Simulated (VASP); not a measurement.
# TiSe2 (P-3m1) in VASP: band structure with PBE+D3(BJ)

Aim: the band structure of TiSe2 with PBE+D3(BJ).

The COD entry that gives the cell may itself be a prediction, so a difference from it is no test against experiment.

All numbers are computed with VASP 6.6.1; they aren't measurements. Logs are shortened: lines on timing, memory, paths and dates and some standing lists are left out, and cuts for length are marked.

**1. The crystal as given**

The structure is trigonal, space group P-3m1 (No. 164). Conventional cell: a = 3.465 Å, b = 3.465 Å, c = 6.163 Å, α = 90.00°, β = 90.00°, γ = 120.00°. Ti (site symmetry -3m) has 6 Se at 2.55 Å as nearest neighbours. Se (site symmetry 3m) has 3 Ti at 2.55 Å as nearest neighbours.

**2. Band structure, PBE+D3(BJ)**

Input file INCAR:

```
PREC = Accurate
ENCUT = 520
EDIFF = 1E-7
ISMEAR = 0
SIGMA = 0.02
LREAL = F
LASPH = T
NELM = 100
ALGO = Normal
ISIF = 2
LWAVE = F
LCHARG = F
LMAXMIX = 4
GGA = PE
IVDW = 12
```

Input file KPOINTS:

```
Automatic mesh
0
Gamma
  3 3 2
```

Input file POSCAR:

```
TiSe2                                   
1.0
    3.4648949913      0.0000000000     -0.0000000000
   -1.7324474957      3.0006870860      0.0000000000
   -0.0000000000      0.0000000000      6.1629991268
  Ti              Se            
     1     2
Direct
     1.0000000000000000    0.0000000000000000    0.0000000000000000
     0.3333333300000021    0.6666666699999979    0.2553235510565694
     0.6666666699999979    0.3333333300000021    0.7446764489434305
```

Input file KPOINTS_OPT:

```
path GMKGALHA,LM,KH
20
line-mode
reciprocal
 0.0000000000  0.0000000000  0.0000000000  G
 0.5000000000  0.0000000000  0.0000000000  M

 0.5000000000  0.0000000000  0.0000000000  M
 0.3333333333  0.3333333333  0.0000000000  K

 0.3333333333  0.3333333333  0.0000000000  K
 0.0000000000  0.0000000000  0.0000000000  G

 0.0000000000  0.0000000000  0.0000000000  G
 0.0000000000  0.0000000000  0.5000000000  A

 0.0000000000  0.0000000000  0.5000000000  A
 0.5000000000  0.0000000000  0.5000000000  L

 0.5000000000  0.0000000000  0.5000000000  L
 0.3333333333  0.3333333333  0.5000000000  H

 0.3333333333  0.3333333333  0.5000000000  H
 0.0000000000  0.0000000000  0.5000000000  A

 0.5000000000  0.0000000000  0.5000000000  L
 0.5000000000  0.0000000000  0.0000000000  M

 0.3333333333  0.3333333333  0.0000000000  K
 0.3333333333  0.3333333333  0.5000000000  H
```

Potentials or basis: VASP PAW PBE potentials, release 64 (Ti_sv, Se).

On the command line:

```bash
$ cat potpaw_PBE.64/Ti_sv/POTCAR potpaw_PBE.64/Se/POTCAR > POTCAR
$ mpirun -np 1 vasp_std > vasp.out
```

OUTCAR:

```text
PREC = Accurate
   ENCUT = 520
   EDIFF = 1E-7
   ISMEAR = 0
   LREAL = F
   LASPH = T
   NELM = 100
   ISIF = 2
   GGA = PE
   IVDW = 12
 IVDW          = 12

 ion  position               nearest neighbor table
   1  0.000  0.000  0.000-   2 2.55   3 2.55   3 2.55   2 2.55   3 2.55   2 2.55
   2  0.333  0.667  0.255-   1 2.55   1 2.55   1 2.55
   3  0.667  0.333  0.745-   1 2.55   1 2.55   1 2.55

  LATTYP: Found a hexagonal cell.
 ALAT       =     3.4648949913
 C/A-ratio  =     1.7786972310

  Lattice vectors:

 A1 = (   3.4648949913,   0.0000000000,   0.0000000000)
 A2 = (  -1.7324474957,   3.0006870860,   0.0000000000)
 A3 = (   0.0000000000,   0.0000000000,   6.1629991268)

Analysis of symmetry for initial positions (statically):
=====================================================================
 Subroutine PRICEL returns:
 Original cell was already a primitive cell.

 Routine SETGRP: Setting up the symmetry group for a
 hexagonal supercell.

 Subroutine GETGRP returns: Found 12 space group operations
 (whereof 12 operations were pure point group operations)
 out of a pool of 24 trial point group operations.

The static configuration has the point symmetry D_3d.

Analysis of symmetry for dynamics (positions and initial velocities):
=====================================================================
 Subroutine PRICEL returns:
 Original cell was already a primitive cell.

 Routine SETGRP: Setting up the symmetry group for a
 hexagonal supercell.

 Subroutine GETGRP returns: Found 12 space group operations
 (whereof 12 operations were pure point group operations)
 out of a pool of 24 trial point group operations.

The dynamic configuration has the point symmetry D_3d.

 Subroutine INISYM returns: Found 12 space group operations
 (whereof 12 operations are pure point group operations),
 and found     1 'primitive' translations

----------------------------------------------------------------------------------------

                                     Primitive cell

  volume of cell :      64.0771

  direct lattice vectors                    reciprocal lattice vectors
     3.464894991  0.000000000  0.000000000     0.288609035  0.166628504  0.000000000
    -1.732447496  3.000687086  0.000000000     0.000000000  0.333257008  0.000000000
     0.000000000  0.000000000  6.162999127     0.000000000  0.000000000  0.162258663

[... 66 lines left out ...]
   EDIFF  = 0.1E-06   stopping-criterion for ELM
   LREAL  =      F    real-space projection
   EDIFFG = 0.1E-05   stopping-criterion for IOM
   NSW    =      0    number of steps for IOM
   IBRION =     -1    ionic relax: 0-MD 1-quasi-New 2-CG
   NFREE  =      0    steps in history (QN), initial steepest desc. (CG)
   ISIF   =      2    stress and relaxation
   ISYM   =      2    0-nonsym 1-usesym 2-fastsym
   POTIM  = 0.5000    time-step for ionic-motion
   TEBEG  =    0.0;   TEEND  =   0.0 temperature during run
   PSTRESS=    0.0 pullay stress
   NELECT =      24.0000    total number of electrons
   NUPDOWN=      -1.0000    fix difference up-down
   EMIN   =  10.00;   EMAX   =-10.00  energy-range for DOS
   EFERMI =   0.00;   METHOD = LEGACY
   ISMEAR =     0;   SIGMA  =   0.02  broadening in eV -4-tet -1-fermi 0-gaus
   EFERMI_NEDOS =   21; number of points for ismear=-14 and -15
   IALGO  =     38    algorithm
   IMIX   =      4    mixing-type and parameters
     AMIX     =   0.40;   BMIX     =  1.00
     AMIX_MAG =   1.60;   BMIX_MAG =  1.00
  volume/ion in A,a.u.               =      21.36       144.14
  Fermi-wavevector in a.u.,A,eV,Ry     =   1.180079  2.230025 18.947277  1.392586
  Thomas-Fermi vector in A             =   2.316378
   LORBIT       =      0    0 simple, 1 ext, 2 COOP (PROOUT), +10 PAW based schemes
   GGA     = PE    functional components
   LHFCALC =     F    Hartree Fock is set to
   AEXX    =    0.0000 exact exchange contribution
   IVDW    =    12    specifies the selected vdW correction
   LEPSILON=     F    determine dielectric tensor
   LRPA    =     F    only Hartree local field effects (RPA)
 non-spin polarized calculation
 Gauss-broadening in eV      SIGMA  =   0.02
  energy-cutoff  :      520.00
  volume of cell :       64.08
 maximum number of plane-waves:      1762
 NGX is ok and might be reduce to    28
   NGX = 13   NGY = 13   NGZ = 23

 number of electron      24.0000005 magnetization

 Free energy of the ion-electron system (eV)
  ---------------------------------------------------
  ext. energy  EPLUGINS =         0.00000000
  ---------------------------------------------------
  free energy    TOTEN  =       -17.84000973 eV

  energy without entropy =      -17.83657014  energy(sigma->0) =      -17.83828994

 E-fermi :   5.0998     XC(G=0): -10.0563

 val. band max:        5.0937300524   @ k =   0.3333  -0.0000   0.5000
 cond. band min:       5.1483782363   @ k =   0.3333  -0.0000   0.0000
 fundamental gap:      0.0546481839
 Fermi energy:         5.0998099049

 k-point     1 :       0.0000    0.0000    0.0000
  band No.  band energies     occupation
      1     -52.3904      2.00000
      2     -28.6993      2.00000
      3     -28.5822      2.00000
      4     -28.5822      2.00000
      5      -9.1200      2.00000
      6      -7.8074      2.00000
[... 91 lines left out ...]
      3     -28.6575      2.00000
      4     -28.6575      2.00000
      5      -7.2494      2.00000
      6      -7.2494      2.00000
[... 8 lines left out ...]
     15       6.3776      0.00000
     16       8.5030      0.00000

------------------------ aborting loop because EDIFF is reached ----------------------------------------

 Edisp (eV)   -1.29559

 E8    (eV) :    -0.5618

  FORCE on cell =-STRESS in cart. coord.  units (eV):
  Direction    XX          YY          ZZ          XY          YZ          ZX
  --------------------------------------------------------------------------------------
  -------------------------------------------------------------------------------------
  Total       0.00006     0.00006    -0.00066    -0.00000     0.00000    -0.00000
  in kB       0.00146     0.00146    -0.01658    -0.00000     0.00000    -0.00000
  external pressure =       -0.00 kB  Pullay stress =        0.00 kB

 VOLUME and BASIS-vectors are now :
 -----------------------------------------------------------------------------
  energy-cutoff  :      520.00
  volume of cell :       64.08
      direct lattice vectors                 reciprocal lattice vectors
     3.464894991  0.000000000  0.000000000     0.288609035  0.166628504  0.000000000
    -1.732447496  3.000687086  0.000000000     0.000000000  0.333257008  0.000000000
     0.000000000  0.000000000  6.162999127     0.000000000  0.000000000  0.162258663

 POSITION                                       TOTAL-FORCE (eV/Angst)
 -----------------------------------------------------------------------------------
      0.00000      0.00000      0.00000        -0.000000      0.000000      0.000000
     -0.00000      2.00046      1.57356        -0.000000      0.000000      0.001750
      1.73245      1.00023      4.58944         0.000000      0.000000     -0.001750
 -----------------------------------------------------------------------------------
    total drift:                               -0.000000     -0.000000      0.000000

  FREE ENERGIE OF THE ION-ELECTRON SYSTEM (eV)
  ---------------------------------------------------
  free  energy   TOTEN  =       -19.1355959177 eV

  energy  without entropy=      -19.1321563284  energy(sigma->0) =      -19.13387612
```

OSZICAR:

```text
N       E                     dE             d eps       ncg     rms          rms(c)
DAV:   1     0.192347642166E+03    0.19235E+03   -0.11960E+04   192   0.148E+03
DAV:   2    -0.219903341261E+00   -0.19257E+03   -0.19122E+03   216   0.351E+02
DAV:   3    -0.201404301963E+02   -0.19921E+02   -0.19649E+02   296   0.103E+02
DAV:   4    -0.207226520348E+02   -0.58222E+00   -0.58198E+00   232   0.185E+01
DAV:   5    -0.207470392004E+02   -0.24387E-01   -0.24381E-01   312   0.318E+00    0.127E+01
DAV:   6    -0.198971972216E+02    0.84984E+00   -0.51920E+01   272   0.489E+01    0.127E+01
DAV:   7    -0.180895365155E+02    0.18077E+01   -0.36587E+01   264   0.371E+01    0.543E+00
DAV:   8    -0.179345776436E+02    0.15496E+00   -0.51523E+00   248   0.148E+01    0.269E+00
DAV:   9    -0.178414945469E+02    0.93083E-01   -0.59419E-01   248   0.560E+00    0.562E-01
DAV:  10    -0.178400670492E+02    0.14275E-02   -0.24153E-02   224   0.121E+00    0.279E-01
[... 267 further cycles ...]
DAV:   9    -0.172020479433E+04   -0.26166E-08      160
       N       E                     dE             ncg
DAV:   1    -0.522526691089E+03   -0.62059E+04      192
DAV:   2    -0.161337075304E+04   -0.10908E+04      200
DAV:   3    -0.171756735326E+04   -0.10420E+03      320
DAV:   4    -0.171959826866E+04   -0.20309E+01      208
DAV:   5    -0.171967534743E+04   -0.77079E-01      304
DAV:   6    -0.171967625939E+04   -0.91195E-03      200
DAV:   7    -0.171967627941E+04   -0.20027E-04      304
DAV:   8    -0.171967627957E+04   -0.15994E-06      184
DAV:   9    -0.171967627957E+04   -0.16892E-08      120
```

stdout:

```text
POSCAR found type information on POSCAR TiSe
 POSCAR found :  2 types and       3 ions
 scaLAPACK will be used
 LDA part: xc-table for (Slater+PW92), standard interpolation
 POSCAR, INCAR and KPOINTS ok, starting setup
 FFT: planning ... GRIDC
 FFT: planning ... GRID_SOFT
 FFT: planning ... GRID
 WAVECAR not read
 entering main loop
 Start KPOINTS_OPT (optional k-point list driver)
k-point batch [1-6\180]
k-point batch [7-12\180]
k-point batch [13-18\180]
k-point batch [19-24\180]
k-point batch [25-30\180]
k-point batch [31-36\180]
[... 22 lines left out ...]
k-point batch [169-174\180]
k-point batch [175-180\180]
```

Wall time 93 s (1 thread of Intel Xeon Platinum 8259CL at 2.50GHz (Skylake/Cascade Lake), shared host); peak memory 0.2 GiB.

Results:

```yaml
Free_energy: -19.1356 eV
Pressure: 0.0 GPa
Band_gap_along_the_path: none (metal or under the smearing width)
Dispersion_energy_per_atom: -0.432 eV
```

Levels at the corners of the path, in eV from the Fermi level:
| point | band 8 | band 9 | band 10 | band 11 | band 12 | band 13 | band 14 | band 15 | band 16 |
| --- | --- | --- | --- | --- | --- | --- | --- | --- | --- |
| Γ | -2.21 | -2.21 | -0.25 | 0.43 | 0.48 | 0.48 | 0.50 | 0.50 | 3.32 |
| M | -4.16 | -2.94 | -2.85 | -2.36 | -1.37 | -0.07 | 1.54 | 1.90 | 3.23 |
| M | -4.16 | -2.94 | -2.85 | -2.36 | -1.37 | -0.07 | 1.54 | 1.90 | 3.23 |
| K | -4.21 | -4.21 | -2.75 | -2.72 | -2.72 | 1.25 | 1.68 | 1.68 | 2.61 |
| K | -4.21 | -4.21 | -2.75 | -2.72 | -2.72 | 1.25 | 1.68 | 1.68 | 2.61 |
| Γ | -2.21 | -2.21 | -0.25 | 0.43 | 0.48 | 0.48 | 0.50 | 0.50 | 3.32 |
| Γ | -2.21 | -2.21 | -0.25 | 0.43 | 0.48 | 0.48 | 0.50 | 0.50 | 3.32 |
| A | -2.91 | -2.16 | -2.16 | 0.29 | 0.29 | 0.49 | 0.49 | 1.08 | 3.60 |
| A | -2.91 | -2.16 | -2.16 | 0.29 | 0.29 | 0.49 | 0.49 | 1.08 | 3.60 |
| L | -4.82 | -2.98 | -2.54 | -1.50 | -1.02 | -0.34 | 1.54 | 1.88 | 3.10 |
| L | -4.82 | -2.98 | -2.54 | -1.50 | -1.02 | -0.34 | 1.54 | 1.88 | 3.10 |
| H | -4.45 | -4.08 | -3.40 | -2.32 | -2.32 | 1.25 | 1.28 | 1.28 | 3.40 |
| H | -4.45 | -4.08 | -3.40 | -2.32 | -2.32 | 1.25 | 1.28 | 1.28 | 3.40 |
| A | -2.91 | -2.16 | -2.16 | 0.29 | 0.29 | 0.49 | 0.49 | 1.08 | 3.60 |
| L | -4.82 | -2.98 | -2.54 | -1.50 | -1.02 | -0.34 | 1.54 | 1.88 | 3.10 |
| M | -4.16 | -2.94 | -2.85 | -2.36 | -1.37 | -0.07 | 1.54 | 1.90 | 3.23 |
| K | -4.21 | -4.21 | -2.75 | -2.72 | -2.72 | 1.25 | 1.68 | 1.68 | 2.61 |
| H | -4.45 | -4.08 | -3.40 | -2.32 | -2.32 | 1.25 | 1.28 | 1.28 | 3.40 |

Caveat: the k mesh is coarse (spacing up to 0.70 Å⁻¹), so the values aren't converged.
